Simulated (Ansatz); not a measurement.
KBr built on the CsCl prototype, relaxed with r2SCAN: 5 runs in Ansatz 0.2.0, each a calculation of independent-particle optics. Space group Pm-3m (No. 221), cubic; a = 3.976 Å in the conventional setting, 31.43 Å³ an atom. Around K lie 8 Br at 3.44 Å; around Br lie 8 K at 3.44 Å. Simulation only: spin-unpolarised, and no claim that this is the phase found in nature.

```
K Br
1.0
     3.97626    0.00000    0.00000
     0.00000    3.97626    0.00000
     0.00000    0.00000    3.97626
K Br
1 1
Direct
  0.00000 0.00000 0.00000
  0.50000 0.50000 0.50000
```

On meshes this coarse, single peaks can be features of the mesh. No local fields, no excitons; the zone sum runs over the cells of the mesh, and ε∞ includes the bands left out of the spectrum. Up to four peaks are listed, those above 15 % of the tallest and inside the complete range; the four can differ from row to row. Rows marked drawn have settings drawn at random (some not listed).

| functional | k mesh | broadening (eV) | scissors (eV) | range (eV) | settings | direct gap on the mesh before scissors (eV) | ε∞ xx | ε∞ yy | ε∞ zz | complete up to (eV) | tallest peaks of mean ε₂ (eV) |
| --- | --- | --- | --- | --- | --- | --- | --- | --- | --- | --- | --- |
| PBE | 6×6×6 | 0.1 | 0.00 | 0–18 | chosen | 4.30 | 3.18 | 3.18 | 3.18 | 18.0 | 6.95 8.30 9.00 9.60 |
| r2SCAN | 6×6×6 | 0.1 | 0.00 | 0–18 | chosen | 5.05 | 2.93 | 2.93 | 2.93 | 18.0 | 7.65 9.00 9.60 10.30 |
| PBE | 6×6×6 | 0.1 | 1.19 (to HSE06) | 0–18 | chosen | 4.30 | 2.92 | 2.92 | 2.92 | 18.0 | 8.15 9.50 10.15 10.75 |
| LDA | 4×4×4 | 0.03 | 2.50 | 0–20 | drawn | 3.90 | 2.80 | 2.80 | 2.80 | 20.0 | 9.10 10.50 11.30 11.90 |
| r2SCAN | 4×4×4 | 0.4 | 0.00 | 0–10 | drawn | 5.04 | 2.94 | 2.94 | 2.94 | 10.0 | 7.90 |

The fundamental gap is indirect (4.02 eV with PBE on 6×6×6); the table holds the direct one.

Spin-orbit coupling is left out.
